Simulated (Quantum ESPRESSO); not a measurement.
# C under changes of volume

One of the cells (5.672 Å³/atom); the others are scaled copies at fixed shape and fractional positions:

```
CELL_PARAMETERS angstrom
0.00000 1.78337 1.78337
1.78337 0.00000 1.78337
1.78337 1.78337 0.00000
ATOMIC_POSITIONS crystal
C 0.75000 0.75000 0.75000
C 0.50000 0.50000 0.50000
```

This isn't the form of C at room conditions, which is graphite.

| Property | Result |
| --- | --- |
| Program | Quantum ESPRESSO 7.5 |
| Functional | PBEsol |
| Potentials or basis | GBRV 1.5 PBEsol |
| Cutoff | 612 eV |
| Density cutoff | 4898 eV |
| k mesh | 13 × 13 × 13 |
| Occupations | fermi-dirac, width 0.05 eV |
| Spin | no spin polarisation |

| volume (Å³/atom) | energy over the lowest point (meV/atom) | pressure (GPa) | gap on the mesh (eV) |
| --- | --- | --- | --- |
| 5.332 | 21.15 | 25.3 | 4.16 |
| 5.445 | 6.92 | 14.3 | 4.11 |
| 5.558 | ? | ? | ? |
| 5.672 | 0.00 | -4.7 | 4.02 |
| 5.785 | 6.02 | -12.9 | 3.98 |
| 5.899 | 17.66 | -20.4 | 3.94 |
| 6.012 | 34.36 | -27.3 | 3.89 |

Problem. What does the run at 5.558 Å³/atom give?

Solution. Energy over the lowest point 0.09 meV/atom; pressure 4.4 GPa; gap on the mesh 4.07 eV.

Worked out: A Birch-Murnaghan fit of order 3 (a polynomial in V^(-2/3)) to the other rows has its minimum at 5.62 Å³/atom with B0 = V·E''(V) = 450 GPa and B' = 3.7. It gives 0.10 meV/atom at 5.558 Å³/atom, against the run's 0.09, and -dE/dV = 4.8 GPa, against 4.4. A straight line through the other rows of the gap, of slope -2.21 eV per unit of ln V, gives 4.07 eV, against the run's 4.07.

Energies are extrapolated to zero smearing.

Caveats: an odd mesh through Γ misses points on the zone boundary, where band edges often lie.
